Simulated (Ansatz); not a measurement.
# CdS (Greenockite): G0W0 under other settings

Aim: change settings of a G0W0 run on CdS (Greenockite) and see what moves.

Calculated with Ansatz 0.2.0; G0W0 on PBE, plane waves, PAW.

Most raw output is cut from this account.

## (1) The structure

Symmetry: P6_3mc, No. 186, hexagonal system. Conventional cell: a = 4.137 Å, b = 4.137 Å, c = 6.714 Å, α = 90.00°, β = 90.00°, γ = 120.00°. Nearest to Cd lie 4 S at 2.52 to 2.53 Å. Nearest to S lie 4 Cd at 2.52 to 2.53 Å. Farther neighbours and most contacts between anions are not listed.

The cell and positions come from the Crystallography Open Database and are kept as given unless a step says otherwise. The default PAW set here is soft_2. Its files were made with PBE.

## (2) The base run: 6×6×2 mesh, 105 empty bands, screening to 60 eV

G0W0 replaces the xc potential by the self-energy, built once from these orbitals. Only a window of levels is corrected, while the sums run over the empty bands that the input names.

File input.yaml:

```yaml
crystal:
  lattice:
    - [4.137, 0.0, 0.0]
    - [-2.0685, 3.5827470955, 0.0]
    - [0.0, 0.0, 6.7144]
  atoms:
    - { symbol: Cd, position: [0.6666666667, 0.3333333333, 0.0] }
    - { symbol: Cd, position: [0.3333333333, 0.6666666667, 0.5] }
    - { symbol: S, position: [0.6666666667, 0.3333333333, 0.375] }
    - { symbol: S, position: [0.3333333333, 0.6666666667, 0.875] }
kpoints:
  mp_grid: { grid: [6, 6, 2] }
hamiltonian:
  xc: pbe
scf:
  occupations: { method: fixed }
gw:
  n_empty_bands: 105
  ecut_chi: 60
  qp_bands: [v2, c2]
  qp_kpoints: band_edges
  screening: { model: contour_deformation }
```

Command:

```bash
ansatz run input.yaml --threads 3 --pin off --max-ram 92160MiB --backend cuda --events-out ev --progress --plain --runs-dir out --devices 1 --max-vram 13GiB
```

Elapsed: 12 s, on 1 × NVIDIA H100 80GB HBM3 (shared by 6 runs) with 3 threads of AMD EPYC 7R13 (Zen 3), shared host; peak memory 1.1 GiB.

This step gave:

| Quantity | Value |
| --- | --- |
| bands summed | 131 |
| RPA ε∞ on this mesh (eigenvalues) | 7.022, 7.022, 7.176 |
| plane waves in the screening matrix | 99 |
| q-points in the mesh | 72 |
| G0W0 gap on the mesh | 1.905 eV |
| k of the valence top | 0, 0, 0 |
| k of the conduction bottom | 0, 0, 0 |
| starting gap on the mesh | 1.219 eV |
| Z at the valence top | 0.7504 |
| Z at the conduction bottom | 0.7887 |
| least direct G0W0 gap on the computed points | 1.905 eV |

The gap on the mesh goes from 1.22 eV to 1.90 eV, a correction of +0.69 eV. Between the two edge states, bare exchange in place of the xc potential would open the gap by 6.50 eV, and correlation takes back 5.81 eV.

## (3) Variant: static remainder

This step: G0W0 on PBE, plane waves, norm-conserving pseudopotentials.

input.yaml: that of step 2 with these lines changed.

```diff
@@ -14,2 +14,3 @@
   xc: pbe
+  pseudopotentials: { kind: nc }
 scf:
@@ -18,3 +19,3 @@
   n_empty_bands: 105
-  ecut_chi: 60
+  ecut_chi: 100
   qp_bands: [v2, c2]
@@ -22 +23,2 @@
   screening: { model: contour_deformation }
+  static_remainder: true
```

Elapsed: 25 s, on 1 × NVIDIA H100 80GB HBM3 (shared by 6 runs) with 3 threads; peak memory 1.4 GiB.

Against the base:

| setting | base | variant |
| --- | --- | --- |
| files | default PAW | norm-conserving |
| screening cutoff (eV) | 60 | 100 |
| static remainder | - | true |

| quantity | variant | base |
| --- | --- | --- |
| starting gap on the mesh | 1.219 | 1.219 |
| G0W0 gap on the mesh | 2.151 | 1.905 |
| least direct G0W0 gap on the computed points | 2.151 | 1.905 |
| Z at the valence top | 0.745 | 0.750 |
| Z at the conduction bottom | 0.786 | 0.789 |

## (4) Variant: no symmetry

This step: G0W0 on PBE, plane waves, PAW.

input.yaml: that of step 3 with these lines changed.

```diff
@@ -10,2 +10,3 @@
     - { symbol: S, position: [0.3333333333, 0.6666666667, 0.875] }
+  symmetry: { detect: false }
 kpoints:
@@ -14,3 +15,2 @@
   xc: pbe
-  pseudopotentials: { kind: nc }
 scf:
@@ -19,3 +19,3 @@
   n_empty_bands: 105
-  ecut_chi: 100
+  ecut_chi: 60
   qp_bands: [v2, c2]
@@ -23,2 +23 @@
   screening: { model: contour_deformation }
-  static_remainder: true
```

Run time: 24 s. Hardware: 1 × NVIDIA H100 80GB HBM3 (shared by 6 runs) with 3 threads; peak memory 1.3 GiB.

The G0W0 gap on the mesh is 1.905 eV.

Against the base:

| setting | base | variant |
| --- | --- | --- |
| symmetry detection | - | false |

| quantity | variant | base |
| --- | --- | --- |
| starting gap on the mesh | 1.219 | 1.219 |
| G0W0 gap on the mesh | 1.905 | 1.905 |
| least direct G0W0 gap on the computed points | 1.905 | 1.905 |
| Z at the valence top | 0.750 | 0.750 |
| Z at the conduction bottom | 0.789 | 0.789 |

## (5) Results

```yaml
base: 1.90 eV, 12 s
static_remainder: 2.15 eV, 25 s
no_symmetry: 1.90 eV, 24 s
```

Static remainder: the gap moves by +0.25 eV and the time by a factor of 2.2 (the plane-wave cutoff goes from 420 to 1071 eV); such settings are too crude to quote. The variant differs from the base in files, screening cutoff and static remainder together, so the change can't be laid to one of them. This option needs pseudo pair densities, which the log warns can misplace gaps. No symmetry: the gap moves by +0.00 eV and the time by a factor of 2.1. Symmetry itself changes the cost, not the physics. All runs here use a coarse mesh and modest cutoffs; they test settings and are not final values. The 6×6×2 mesh is coarse for this cell (its supercell is 13 Å along the shortest edge). The RPA ε∞ on it, from the PBE start, is 7.02 and 7.18; such meshes misread the long-range screening, most where the gap is narrow. The many-body steps are scalar-relativistic: spin-orbit coupling is not in them.

[Paths, hosts, dates, memory and timing lines, banners, echoed tables and standing remarks are left out of the program output.]

[Logs are printed without paths, hosts, clocks, repeated set-up lines and the standing remarks that a program may print on its own settings, such as how far it seeks lower states.]

[Runs of the session that timed out or met a known fault of the program may be left out.]

[Cells called generated may have been cut or substituted from an entry of the Crystallography Open Database or the Materials Project.]

[Hosts, paths, dates, database ids (printed as entryN), source tags and the programs' standing remarks are cut or masked in the printed files.]
